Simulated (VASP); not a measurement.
MnS, 2 atoms in the cell. Symmetry: Fm-3m, No. 225, cubic system. The conventional cell has a = 4.656 Å, b = 4.656 Å, c = 4.656 Å, α = 90.00°, β = 90.00°, γ = 90.00°. Mn (site symmetry m-3m) is surrounded by 6 S at 2.33 Å. S (site symmetry m-3m) has 6 Mn at 2.33 Å as nearest neighbours. 

```yaml
Program: VASP 6.6.1
Task: relaxation of cell and atoms
Functional: PBE
Potentials_or_basis: VASP PAW PBE potentials, release 64 (Mn_pv, S)
Cutoff: 520 eV
k_mesh: 14 × 14 × 14
Occupations: gaussian, width 0.1 eV
Spin: collinear spin, ferromagnetic start
Starting_moments: "[5.0, 0.0] μB"
Hubbard_terms: Mn d U = 1.9 eV
Target_pressure: 40 GPa
Further_INCAR_settings: ALGO = Normal; EDIFF = 1e-07; IBRION = 2; EDIFFG = -0.002; NSW = 80; ISIF = 3
Target_pressure: 40 GPa
```

Potentials or basis: VASP PAW PBE potentials, release 64 (Mn_pv, S).

Launch:

```bash
$ cat potpaw_PBE.64/Mn_pv/POTCAR potpaw_PBE.64/S/POTCAR > POTCAR
$ mpirun -np 1 vasp_std > vasp.out
```

Hardware: 1 thread of Intel(R) Xeon(R) Platinum 8259CL CPU @ 2.50GHz (Skylake/Cascade Lake), on a shared host.

Task: How long does it take, and how much memory?

Result: It took 53 s on 1 thread of Intel(R) Xeon(R) Platinum 8259CL CPU @ 2.50GHz (Skylake/Cascade Lake), on a shared host, peak memory 0.19 GiB. Counts: scf iterations 17, k points 104, ion steps 1.
